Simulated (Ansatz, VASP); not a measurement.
# HfZnO3 in two plane-wave programs, part 2 of 3

Wanted: the spread between two codes on one cell, functional and k mesh. The cell is generated by rule, not measured, and may not be a known phase. The cell is taken from a series of runs on this material, whose earlier steps may have relaxed, scaled, displaced or heated it; both programs get it as it stands.

VASP 6.6.1 and Ansatz 0.2.0.

So far: Set-up; Ansatz: zone-centre phonons, PBEsol.

## Step 3: VASP: zone-centre phonons, PBEsol

Level of this step: PBEsol; plane waves and PAW (Zn, Hf_pv, O); invented cell (VASP).

The same cell, functional and mesh now go to VASP, with its own data sets.

Lines of VASP's logs that name or quote its potential files are left out, and so is its time.

INCAR

```
SYSTEM = HfZnO3
PREC = Accurate
ENCUT = 600
EDIFF = 1E-08
NELM = 120
ISMEAR = 0
SIGMA = 0.01
LREAL = .FALSE.
ALGO = Normal
GGA = PS
NBANDS = 50
LASPH = .TRUE.
LORBIT = 11
LWAVE = .FALSE.
LCHARG = .FALSE.
ISIF = 2
IBRION = 8
LEPSILON = .TRUE.
GGA_COMPAT = .FALSE.
EFERMI = MIDGAP
KPAR = 2
```

POSCAR

```
HfZnO3
1.0
    3.5117176667      0.0000000000      0.0000000000
    0.0000000000      6.9297840549      0.0000000000
    0.0000000000      0.0000000000      5.2642289147
Zn Hf O
2 2 6
Direct
    0.0000000000      0.8697306001      0.4958309722
    0.0000000000      0.1302693999      0.9958309722
    0.5000000000      0.3017348898      0.4989344236
    0.5000000000      0.6982651102      0.9989344236
    0.5000000000      0.8585228660      0.6596987008
    0.5000000000      0.5409324831      0.3162264464
    0.5000000000      0.4590675169      0.8162264464
    0.5000000000      0.1414771340      0.1596987008
    0.0000000000      0.1773674282      0.6099655378
    0.0000000000      0.8226325718      0.1099655378
```

KPOINTS

```
Automatic mesh
0
Gamma
6 4 4
0 0 0
```

The projector-augmented-wave data sets are Zn, Hf_pv and O (PBE family, release 64).

Launch:

```sh
$ mpirun -np 2 vasp_std
```

The log of the run:

```text
[banner, memory and clock lines left out]
running    2 mpi-ranks, on    1 nodes
 distrk:  each k-point on    1 cores,    2 groups
 distr:  one band on    1 cores,    1 groups

 POSCAR found type information on POSCAR ZnHfO
 POSCAR found :  3 types and      10 ions
|                                                                             |
|               ----> ADVICE to this user running VASP <----                  |
|                                                                             |
|     You enforced a specific xc type in the INCAR file but a different       |
|     [... a line on the potential file left out ...]
|     I HOPE YOU KNOW WHAT YOU ARE DOING!                                     |
|                                                                             |

 LDA part: xc-table for (Slater+PW92), standard interpolation
 POSCAR, INCAR and KPOINTS ok, starting setup
 FFT: planning ... GRIDC
 FFT: planning ... GRID_SOFT
 FFT: planning ... GRID
 WAVECAR not read
 entering main loop
       N       E                     dE             d eps       ncg     rms          rms(c)
DAV:   1     0.940584954717E+03    0.94058E+03   -0.42711E+04  3600   0.210E+03
DAV:   2     0.502660166750E+02   -0.89032E+03   -0.83662E+03  3848   0.544E+02
DAV:   3    -0.870503090306E+02   -0.13732E+03   -0.13269E+03  4094   0.196E+02
DAV:   4    -0.937170939349E+02   -0.66668E+01   -0.66144E+01  4288   0.451E+01
DAV:   5    -0.938519602501E+02   -0.13487E+00   -0.13450E+00  4214   0.662E+00    0.909E+01
DAV:   6    -0.799578698168E+02    0.13894E+02   -0.58036E+01  5504   0.801E+01    0.717E+01
DAV:   7    -0.802751221383E+02   -0.31725E+00   -0.99581E+00  4388   0.196E+01    0.297E+01
DAV:   8    -0.802318073999E+02    0.43315E-01   -0.14315E+00  4650   0.920E+00    0.327E+00
DAV:   9    -0.801610138851E+02    0.70794E-01   -0.33429E-01  5032   0.432E+00    0.130E+00
DAV:  10    -0.801638708825E+02   -0.28570E-02   -0.72948E-02  4256   0.133E+00    0.914E-01
DAV:  11    -0.801641675643E+02   -0.29668E-03   -0.40660E-03  4762   0.612E-01    0.233E-01
DAV:  12    -0.801642246904E+02   -0.57126E-04   -0.14829E-03  4314   0.233E-01    0.113E-01
DAV:  13    -0.801641997662E+02    0.24924E-04   -0.23871E-04  4172   0.810E-02    0.627E-02
DAV:  14    -0.801642027785E+02   -0.30123E-05   -0.39998E-05  4808   0.327E-02    0.290E-02
DAV:  15    -0.801642056552E+02   -0.28767E-05   -0.81377E-06  4460   0.186E-02    0.112E-02
DAV:  16    -0.801642057678E+02   -0.11263E-06   -0.18170E-06  5366   0.118E-02    0.451E-03
DAV:  17    -0.801642059828E+02   -0.21500E-06   -0.74128E-07  4736   0.624E-03    0.553E-03
DAV:  18    -0.801642058704E+02    0.11248E-06   -0.46049E-07  4948   0.540E-03    0.131E-03
DAV:  19    -0.801642058886E+02   -0.18229E-07   -0.59498E-08  4146   0.259E-03    0.757E-04
DAV:  20    -0.801642058930E+02   -0.44511E-08   -0.10792E-08  2060   0.592E-04
   1 F= -.80164206E+02 E0= -.80164206E+02  d E =0.000000E+00
 Linear response reoptimize wavefunctions to high precision
DAV:   1    -0.801642058920E+02    0.10723E-08   -0.18123E-09  2010   0.284E-04
DAV:   2    -0.801642058919E+02    0.75488E-10   -0.54363E-10  1980   0.139E-04
 Linear response G [H, r] |phi>, progress :
  Direction:   1
       N       E                     dE             d eps       ncg     rms
RMM:   1    -0.272673599042E+03   -0.27267E+03    0.20446E+03  5770   0.206E+02
RMM:   2    -0.273282959314E+03   -0.60936E+00   -0.12576E+02  6020   0.500E+01
RMM:   3    -0.273783785051E+03   -0.50083E+00   -0.12817E+01  6391   0.126E+01
RMM:   4    -0.273929678280E+03   -0.14589E+00   -0.90411E-01  6855   0.311E+00
RMM:   5    -0.273938248472E+03   -0.85702E-02   -0.85527E-02  6664   0.877E-01
RMM:   6    -0.273939882063E+03   -0.16336E-02   -0.98402E-03  6957   0.273E-01
RMM:   7    -0.273939912025E+03   -0.29962E-04   -0.12445E-04  6833   0.853E-02
RMM:   8    -0.273940012176E+03   -0.10015E-03    0.99121E-05  7050   0.294E-02
RMM:   9    -0.273940021291E+03   -0.91151E-05    0.21825E-04  7105   0.114E-02
RMM:  10    -0.273940028501E+03   -0.72107E-05    0.22068E-04  7242   0.549E-03
RMM:  11    -0.273940043636E+03   -0.15134E-04    0.82153E-05  6930   0.344E-03
RMM:  12    -0.273940045966E+03   -0.23300E-05   -0.80041E-04  6591   0.267E-03
RMM:  13    -0.273940047170E+03   -0.12046E-05   -0.89493E-04  6198   0.239E-03
RMM:  14    -0.273940046373E+03    0.79766E-06   -0.82482E-04  5974   0.229E-03
RMM:  15    -0.273940049429E+03   -0.30560E-05   -0.97120E-04  5944   0.224E-03
RMM:  16    -0.273940046897E+03    0.25316E-05   -0.85202E-04  5980   0.221E-03
 Linear response G [H, r] |phi>, progress :
  Direction:   2
       N       E                     dE             d eps       ncg     rms
RMM:   1    -0.283202756933E+03   -0.28320E+03    0.20712E+03  6049   0.206E+02
RMM:   2    -0.273154700920E+03    0.10048E+02   -0.11831E+02  5962   0.478E+01
[...]
RMM:   9    -0.378612773471E+00   -0.49362E-05    0.28870E-06  6884   0.105E-03    0.127E-03
RMM:  10    -0.378618626831E+00   -0.58534E-05    0.12717E-06  6993   0.500E-04    0.184E-04
RMM:  11    -0.378618933439E+00   -0.30661E-06    0.43478E-07  7207   0.189E-04    0.165E-04
RMM:  12    -0.378618899351E+00    0.34088E-07    0.39663E-07  7157   0.764E-05    0.589E-05
RMM:  13    -0.378618936304E+00   -0.36953E-07    0.51888E-07  7398   0.439E-05    0.382E-05
[...]
RMM:  11    -0.376016992686E+00   -0.15850E-05    0.43229E-07  7154   0.158E-04    0.108E-04
RMM:  12    -0.376016843534E+00    0.14915E-06    0.18433E-07  7207   0.621E-05    0.408E-05
RMM:  13    -0.376016848641E+00   -0.51076E-08    0.16868E-07  7386   0.333E-05    0.186E-05
RMM:  14    -0.376016830980E+00    0.17662E-07    0.22453E-07  7496   0.237E-05    0.744E-06
[...]
RMM:  19    -0.376016827876E+00   -0.49213E-09    0.14402E-07  5374   0.185E-05    0.143E-07
RMM:  20    -0.376016828111E+00   -0.23542E-09    0.18723E-07  5318   0.185E-05    0.220E-07
RMM:  21    -0.376016827718E+00    0.39282E-09    0.15032E-07  5275   0.184E-05    0.147E-07
RMM:  22    -0.376016827877E+00   -0.15886E-09    0.18196E-07  5275   0.184E-05    0.164E-07
RMM:  23    -0.376016827722E+00    0.15463E-09    0.14054E-07  5240   0.184E-05    0.125E-07
RMM:  24    -0.376016827956E+00   -0.23384E-09    0.18319E-07  5216   0.184E-05    0.158E-07
RMM:  25    -0.376016827467E+00    0.48897E-09    0.15061E-07  5169   0.184E-05    0.127E-07
RMM:  26    -0.376016827875E+00   -0.40790E-09    0.18127E-07  5157   0.184E-05    0.147E-07
 first order change of Fermi-energy   0.33815E-01
 force on displaced ion       6 direction 3 :   0.000  13.370 -18.842
 Born effective charge ion    6 direction 3 :   0.000   1.446  -3.256
 Linear response progress:
  Degree of freedom:  13/ 15
       N       E                     dE             d eps       ncg     rms          rms(c)
RMM:   1    -0.381880158089E+00   -0.38188E+00    0.44779E-01 11794   0.265E+00
RMM:   2    -0.365197643754E+00    0.16683E-01   -0.18189E-02  8679   0.529E-01    0.117E+00
RMM:   3    -0.366645942253E+00   -0.14483E-02   -0.23765E-03  8475   0.170E-01    0.700E-01
RMM:   4    -0.368863010481E+00   -0.22171E-02   -0.91100E-04  7887   0.124E-01    0.342E-02
RMM:   5    -0.368626983960E+00    0.23603E-03   -0.75807E-05  8931   0.332E-02    0.294E-02
RMM:   6    -0.368526613780E+00    0.10037E-03   -0.61477E-06  9016   0.101E-02    0.175E-02
RMM:   7    -0.368497034751E+00    0.29579E-04   -0.60970E-07  8956   0.333E-03    0.557E-03
RMM:   8    -0.368493304807E+00    0.37299E-05   -0.57736E-08  9349   0.915E-04    0.310E-03
RMM:   9    -0.368494807590E+00   -0.15028E-05   -0.79694E-09  9342   0.310E-04    0.303E-04
RMM:  10    -0.368497006490E+00   -0.21989E-05   -0.52745E-09  8877   0.216E-04    0.103E-04
RMM:  11    -0.368497314466E+00   -0.30798E-06   -0.26746E-09  9458   0.757E-05    0.761E-05
RMM:  12    -0.368497396261E+00   -0.81795E-07    0.22383E-09  9519   0.385E-05    0.774E-05
RMM:  13    -0.368497473230E+00   -0.76969E-07   -0.46417E-10  9451   0.278E-05    0.189E-05
RMM:  14    -0.368497497825E+00   -0.24595E-07   -0.53901E-09  9800   0.223E-05    0.440E-06
RMM:  15    -0.368497495125E+00    0.26996E-08   -0.49632E-10  8764   0.202E-05    0.877E-07
 first order change of Fermi-energy   0.10329E-03
 force on displaced ion       9 direction 1 : -19.554   0.000  -0.001
 Born effective charge ion    9 direction 1 :  -2.926  -0.001   0.001
 Linear response progress:
  Degree of freedom:  14/ 15
       N       E                     dE             d eps       ncg     rms          rms(c)
RMM:   1    -0.384755370556E+00   -0.38476E+00    0.45723E-01  9131   0.253E+00
RMM:   2    -0.372225175271E+00    0.12530E-01   -0.12648E-02  6444   0.503E-01    0.732E-01
RMM:   3    -0.373211445068E+00   -0.98627E-03   -0.18530E-03  6674   0.162E-01    0.435E-01
RMM:   4    -0.374821658729E+00   -0.16102E-02   -0.99431E-04  6537   0.125E-01    0.500E-02
RMM:   5    -0.374632042661E+00    0.18962E-03   -0.86345E-05  6796   0.370E-02    0.320E-02
RMM:   6    -0.374515438078E+00    0.11660E-03   -0.29275E-05  7020   0.143E-02    0.990E-03
RMM:   7    -0.374524315889E+00   -0.88778E-05    0.42114E-08  6910   0.418E-03    0.450E-03
RMM:   8    -0.374505672437E+00    0.18643E-04    0.77266E-07  6988   0.203E-03    0.152E-03
RMM:   9    -0.374501399151E+00    0.42733E-05   -0.43558E-07  7160   0.702E-04    0.714E-04
RMM:  10    -0.374504094756E+00   -0.26956E-05   -0.14855E-07  7087   0.349E-04    0.215E-04
RMM:  11    -0.374503409205E+00    0.68555E-06   -0.24022E-09  6680   0.160E-04    0.668E-05
RMM:  12    -0.374503305468E+00    0.10374E-06    0.14650E-08  7319   0.669E-05    0.468E-05
RMM:  13    -0.374503424073E+00   -0.11860E-06    0.19081E-08  7294   0.380E-05    0.114E-05
RMM:  14    -0.374503461391E+00   -0.37317E-07   -0.24192E-08  7429   0.253E-05    0.400E-06
RMM:  15    -0.374503452016E+00    0.93741E-08    0.15211E-08  7271   0.210E-05    0.176E-06
 first order change of Fermi-energy   0.12199E+00
 force on displaced ion       9 direction 2 :   0.000 -10.572   3.097
 Born effective charge ion    9 direction 2 :   0.000  -2.097   0.322
 Linear response progress:
  Degree of freedom:  15/ 15
       N       E                     dE             d eps       ncg     rms          rms(c)
RMM:   1    -0.374961537663E+00   -0.37496E+00    0.52581E-01  9055   0.255E+00
RMM:   2    -0.367740620968E+00    0.72209E-02   -0.99998E-03  6323   0.514E-01    0.578E-01
RMM:   3    -0.368772324702E+00   -0.10317E-02   -0.18744E-03  6729   0.160E-01    0.335E-01
RMM:   4    -0.370304745683E+00   -0.15324E-02   -0.89101E-04  6432   0.112E-01    0.424E-02
RMM:   5    -0.370167359250E+00    0.13739E-03   -0.59635E-05  6931   0.320E-02    0.207E-02
RMM:   6    -0.370093547278E+00    0.73812E-04   -0.12271E-05  7089   0.103E-02    0.674E-03
RMM:   7    -0.370089627401E+00    0.39199E-05    0.61662E-08  6935   0.278E-03    0.362E-03
RMM:   8    -0.370069942636E+00    0.19685E-04    0.75301E-07  6932   0.191E-03    0.984E-04
RMM:   9    -0.370065901867E+00    0.40408E-05   -0.22840E-08  6962   0.643E-04    0.520E-04
RMM:  10    -0.370069015410E+00   -0.31135E-05   -0.11475E-07  7027   0.326E-04    0.178E-04
RMM:  11    -0.370067721801E+00    0.12936E-05   -0.34550E-09  6601   0.168E-04    0.543E-05
RMM:  12    -0.370067601430E+00    0.12037E-06   -0.79659E-09  7319   0.747E-05    0.387E-05
RMM:  13    -0.370067713215E+00   -0.11178E-06    0.14623E-08  7324   0.435E-05    0.102E-05
RMM:  14    -0.370067765279E+00   -0.52064E-07    0.19178E-08  7174   0.307E-05    0.390E-06
RMM:  15    -0.370067766194E+00   -0.91481E-09    0.14083E-08  7352   0.262E-05    0.165E-06
 first order change of Fermi-energy  -0.33196E-01
 force on displaced ion       9 direction 3 :   0.000   3.095  -8.727
 Born effective charge ion    9 direction 3 :   0.000   0.122  -1.984
 Born effective charges drift removed
 Linear response finished
```

(Continued in part 3 of 3.)

[Lines on the potential files, build, host, timing and source positions are cut from VASP's logs without a mark.]

[Logs are printed without paths, hosts, clocks, repeated set-up lines and the standing remarks that a program may print on its own settings, such as how far it seeks lower states.]

[Hosts, paths, dates, database ids (printed as entryN), source tags and the programs' standing remarks are cut or masked in the printed files.]
